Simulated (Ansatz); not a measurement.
# CdS (F-43m): zero-pressure volume and bulk modulus with mr²SCAN

The task here is to estimate one member of a computed series from the others.

The COD entry's cell or inner coordinates are ideal or old and differ from later refinements, so a difference from it is no clean test against experiment.

Computed with Ansatz 0.2.0 (DFT mr²SCAN, scalar-relativistic, plane waves, PAW, unless a step's input says otherwise).

**The system as given**

The structure is cubic, space group F-43m (No. 216). Conventional cell: a = 5.820 Å, b = 5.820 Å, c = 5.820 Å, α = 90.00°, β = 90.00°, γ = 90.00°. Cd (site symmetry -43m) is surrounded by 4 S at 2.52 Å. Around S (site symmetry -43m) lie 4 Cd at 2.52 Å.

Coordinates:

```xyz
2
Lattice="0.0000 2.9100 2.9100 2.9100 0.0000 2.9100 2.9100 2.9100 0.0000" Properties=species:S:1:pos:R:3 pbc="T T T"
Cd    0.0000    0.0000    0.0000
S     4.3650    4.3650    4.3650
```

An earlier run on this cell at PBE gave 3.30 GPa at 24.642 Å³/atom (8×8×8 mesh), gap on the mesh 1.16 eV. The cell is compressed at this level.

Set-up of the first run:

input.yaml reads:

```yaml
crystal:
  lattice:
    - [0.0, 2.9099991734, 2.9099991734]
    - [2.9099991734, 0.0, 2.9099991734]
    - [2.9099991734, 2.9099991734, 0.0]
  atoms:
    - { symbol: Cd, position: [0.0, 0.0, 0.0] }
    - { symbol: S, position: [0.75, 0.75, 0.75] }
basis:
  ecutwfc: 500
  ecutrho_ratio: 4
kpoints:
  mp_grid: { grid: [8, 8, 8] }
hamiltonian:
  xc: mr2scan
scf:
  occupations: { method: gaussian, width: 0.05 }
output:
  forces: true
  stress: true
  eigenvalues: true
```

Run with:

```console
> ansatz run input.yaml --threads 4 --pin off --max-ram 8192MiB --backend cpu --events-out ev --progress --plain --runs-dir out
```

Among the steps run: At the given cell; Stepping to 24.957 Å³/atom; Stepping to 25.385 Å³/atom; Volume × 0.98 of the new zero; Volume × 1.02 of the new zero; Volume × 0.96 of the new zero; Volume × 1.04 of the new zero.

One table of the session follows, with a row left open; its other results are not shown here.

It belongs to the step «Energy and pressure against volume». 

```
volume (Å³/atom)  energy (meV/atom)  pressure (GPa)
          24.370               8.25            2.70
          24.877               1.98            1.28
          25.385               0.00            0.00
          25.893                  ?               ?
          26.400               7.15           -2.18
```

**Question.** Estimate the row for volume (Å³/atom) = 25.893.

Worked estimate for «energy (meV/atom)». A straight line through the neighbours (25.385, 0.00) and (26.400, 7.15) gives 0.00 + (7.15 − 0.00) × (25.893 − 25.385) / (26.400 − 25.385) = 3.58; a parabola fitted to 3 rows on both sides gives 1.73.

**Answer.** energy (meV/atom): 1.86; pressure (GPa): -1.15. In «energy (meV/atom)» the line misses by +1.72 and the parabola by -0.13.
